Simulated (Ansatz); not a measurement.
# HgS (zincblende type): Wannier functions and tight-binding models

Where do the localised orbitals of HgS (zincblende type) sit, how far are they spread, and how do the settings change that? The runs, in order: PBE, anion s p, 6×6×6; PBE, anion s p, 4×4×4; PBE, anion p, 6×6×6; PBE, metal d and anion p, 6×6×6; PBE, metal d, 6×6×6; r2SCAN, anion s p, 6×6×6; r2SCAN, metal d and anion p, 6×6×6; HSE06, anion s p, 6×6×6; HSE06, anion p, 6×6×6 (level, trial orbitals, Wannier mesh).

Method: plane waves, PAW, in Ansatz 0.2.0.

3 further runs of the same task are left out: 3 that didn't finish. Runs told in other sessions of the task aren't counted.

### Step 1. The structure to begin with

It takes space group F-43m (No. 216, cubic). The conventional cell has a = 5.930 Å, b = 5.930 Å, c = 5.930 Å, α = 90.00°, β = 90.00°, γ = 90.00°. Hg (site symmetry -43m) has 4 S at 2.57 Å in its first shell of neighbours. S (site symmetry -43m) has 4 Hg at 2.57 Å in its first shell of neighbours.

Structure file:

```cif
data_structure
_symmetry_space_group_name_H-M 'F-43m'
_symmetry_Int_Tables_number 216
_cell_length_a 5.9304
_cell_length_b 5.9304
_cell_length_c 5.9304
_cell_angle_alpha 90.000
_cell_angle_beta 90.000
_cell_angle_gamma 90.000
_cell_volume 208.57
loop_
_atom_site_label
_atom_site_type_symbol
_atom_site_symmetry_multiplicity
_atom_site_Wyckoff_symbol
_atom_site_fract_x
_atom_site_fract_y
_atom_site_fract_z
_atom_site_occupancy
Hg1 Hg 4 a 0.00000 0.00000 0.00000 1
S1 S 4 d 0.25000 0.25000 0.75000 1
```

Cell and atoms come from an earlier r2SCAN relaxation. No run includes spin-orbit coupling, which matters for Hg.

### Step 2. PBE, anion s p, 6×6×6

File input.yaml:

```yaml
crystal:
  lattice:
    - [0.0, 2.9651863031, 2.9651863031]
    - [2.9651863031, 0.0, 2.9651863031]
    - [2.9651863031, 2.9651863031, 0.0]
  atoms:
    - { symbol: Hg, position: [0.0, 0.0, 0.0] }
    - { symbol: S, position: [0.25, 0.25, 0.25] }
kpoints:
  mp_grid: { grid: [6, 6, 6] }
  band_path:
    path:
      - [[0.0, 0.0, 0.0], [-0.5, -0.5, -7.990553554273e-34], [-0.375, -0.375, 0.25]]
      - [[-0.375, -3.810641492457e-18, 0.375], [0.0, 0.0, 0.0], [-1.432025981521e-17, -1.432025981521e-17, 0.5], [-0.5, -0.25, 0.25], [-0.5, -0.5, -7.990553554273e-34]]
    npoints: 10
hamiltonian:
  xc: pbe
scf:
  occupations: { method: fermi_dirac, width: 0.02 }
  n_extra_bands: 6
output:
  forces: false
  stress: false
  eigenvalues: true
  wannier:
    kmesh: [6, 6, 6]
    projections: [{ species: S, l: s, shell: 3 }, { species: S, l: p, shell: 3 }]
    minimise: true
    write_hr: true
    conv_tol: 1.0e-08
    max_iter: 3000
  write_density: true
  write_potential: true
  elf: true
  volumetric_format: npy
```

On the command line:

```console
> ansatz run input.yaml --threads 4 --pin off --max-ram 3686MiB --backend cpu --events-out ev --progress --plain --runs-dir out
```

The runs that follow: PBE, anion s p, 4×4×4; PBE, anion p, 6×6×6; PBE, metal d and anion p, 6×6×6; PBE, metal d, 6×6×6; r2SCAN, anion s p, 6×6×6; r2SCAN, metal d and anion p, 6×6×6; HSE06, anion s p, 6×6×6; HSE06, anion p, 6×6×6.

Before running them: what should the planned runs give, taken together? Wanted: total spread, PBE, anion s p, 6×6×6; total spread, PBE, anion s p, 4×4×4; total spread, PBE, anion p, 6×6×6; total spread, PBE, metal d and anion p, 6×6×6; total spread, PBE, metal d, 6×6×6; total spread, r2SCAN, anion s p, 6×6×6; total spread, r2SCAN, metal d and anion p, 6×6×6; total spread, HSE06, anion s p, 6×6×6; total spread, HSE06, anion p, 6×6×6.

**Answer**, as computed:

```
                                        quantity                         value
             total spread, PBE, anion s p, 6×6×6     11.29 Å² over 4 functions
             total spread, PBE, anion s p, 4×4×4      9.61 Å² over 4 functions
               total spread, PBE, anion p, 6×6×6     10.90 Å² over 3 functions
   total spread, PBE, metal d and anion p, 6×6×6     10.72 Å² over 8 functions
               total spread, PBE, metal d, 6×6×6     10.39 Å² over 5 functions
          total spread, r2SCAN, anion s p, 6×6×6     11.10 Å² over 4 functions
total spread, r2SCAN, metal d and anion p, 6×6×6     10.64 Å² over 8 functions
           total spread, HSE06, anion s p, 6×6×6     11.12 Å² over 4 functions
             total spread, HSE06, anion p, 6×6×6     11.17 Å² over 3 functions
                        centres of the first set  0.67 Å from the nearest atom
```

In words: With PBE, anion s p, 6×6×6 the 4 functions move off the atoms, with a mean spread of 2.82 Å²; 96 % of the total is gauge invariant. The total spread goes from 9.61 Å² on 4×4×4 to 11.29 Å² on 6×6×6: finite differences in k understate it on coarse meshes, while the largest miss of a band goes from 0.53 to 0.49 eV. On one set and mesh the functional gives 11.29 (PBE), 11.10 (r2SCAN), 11.12 (HSE06) Å².
